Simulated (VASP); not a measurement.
The system is TePb.

```xyz
2
Lattice="0.0000 3.2310 3.2310 3.2310 0.0000 3.2310 3.2310 3.2310 0.0000" Properties=species:S:1:pos:R:3 pbc="T T T"
Pb    0.0000    0.0000    0.0000
Te    3.2310    3.2310    3.2310
```

Base run:

| Quantity | Value |
| --- | --- |
| Program | VASP 6.6.1 |
| Functional | HSE03 |
| Potentials or basis | VASP PAW PBE potentials, release 64 (Pb_d, Te) |
| Cutoff | 520 eV |
| k mesh | 6 × 6 × 6 |
| Occupations | gaussian, width 0.02 eV |
| Spin | no spin polarisation |

Its results: band gap on the k mesh 0.96 eV, direct; pressure 1.1 GPa.

Question: The run is repeated on the same cell with these changes: functional from HSE03 to r2SCAN-EpsX. What comes out?

Answer: Band gap on the k mesh 1.13 eV, direct; pressure 1.4 GPa.

Caveats: the PAW data sets were made with another functional, which shifts forces and pressure a little; spin-orbit coupling is left out, which as a rule narrows the gap of such compounds by several tenths of an eV.
